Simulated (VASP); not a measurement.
Set up this calculation in VASP 6.6.1, as the native input.

```
Task                   : relaxation of shape and atoms at fixed volume
Functional             : r2SCAN
Potentials or basis    : VASP PAW PBE potentials, release 64 (Mo_sv, P)
Cutoff                 : 600 eV
k mesh                 : 15 × 15 × 11
Occupations            : methfessel-paxton, width 0.1 eV
Spin                   : no spin polarisation
Further INCAR settings : ALGO = Normal; EDIFF = 1e-07; IBRION = 2; EDIFFG = -0.01; NSW = 40; ISIF = 4
```

The structure of MoP lies in POSCAR:

```
MoP                                     
1.0
    3.1706678113      0.0000000000      0.0000000000
   -1.5853339056      2.7458788715     -0.0000000000
    0.0000000000      0.0000000000      3.1167740121
  Mo              P             
     1     1
Direct
     0.0000000000000000    0.0000000000000000    0.0000000000000000
     0.3333333332999970    0.6666666667000030    0.5000000000000000
```

The cell isn't the ideal one: a relaxed cell with its volume scaled by 0.94.

One way to write it, as run:

INCAR

```
PREC = Accurate
ENCUT = 600
EDIFF = 1E-7
ISMEAR = 1
SIGMA = 0.1
LREAL = F
LASPH = T
NELM = 80
ALGO = Normal
ISIF = 4
LWAVE = F
LCHARG = F
METAGGA = R2SCAN
LMIXTAU = T
IBRION = 2
NSW = 40
EDIFFG = -0.01
```

KPOINTS

```
regular mesh
0
Gamma
  15 15 11
```

Potentials or basis: VASP PAW PBE potentials, release 64 (Mo_sv, P).

Run with:

```sh
$ cat potpaw_PBE.64/Mo_sv/POTCAR potpaw_PBE.64/P/POTCAR > POTCAR
$ mpirun -np 1 vasp_std > vasp.out
```

It gave:

```yaml
Energy_gained_by_relaxing: 1.4 meV/atom
Ionic_steps: 3
Pressure_after_relaxing: 15.9 GPa
Band_gap_on_the_k_mesh: none (metal or under the smearing width)
```

Caveat: the PAW data sets were made with another functional, which shifts forces and pressure a little.

Run time: 8 min on 1 thread of Intel(R) Xeon(R) Platinum 8488C (Sapphire Rapids) (shared host), peak memory 0.22 GiB.
